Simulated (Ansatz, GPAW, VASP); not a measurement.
Pt: 3 runs at one level of theory

```
Pt
1.0
     0.00000    1.96090    1.96090
     1.96090    0.00000    1.96090
     1.96090    1.96090    0.00000
Pt
1
Direct
  0.00000 0.00000 0.00000
```

Alike in all runs: task single point; functional PBE; k mesh 12 × 12 × 12; occupations gaussian, width 0.012 eV; no spin polarisation; no spin-orbit coupling. Pressure is positive in compression and, in plane waves, holds the error of the finite cutoff.

```tsv
program and potentials	plane-wave cutoff (eV)	notes	band gap (eV)	pressure (GPa)
VASP, PBE PAW files Pt, 520 eV	520	10 valence electrons an atom on average	no gap	9.67
GPAW, GPAW PAW data sets (gpaw-data 1.2.1)	600	16 valence electrons an atom on average	?	?
Ansatz, all-electron LAPW, scalar-relativistic	-	-	no gap	10.16
```

Task: Estimate from the other rows what the run with GPAW, GPAW PAW data sets (gpaw-data 1.2.1) gave.

Result: No band gap; pressure 9.71 GPa. The other rows, which needn't bracket it: pressure 9.67 to 10.16.
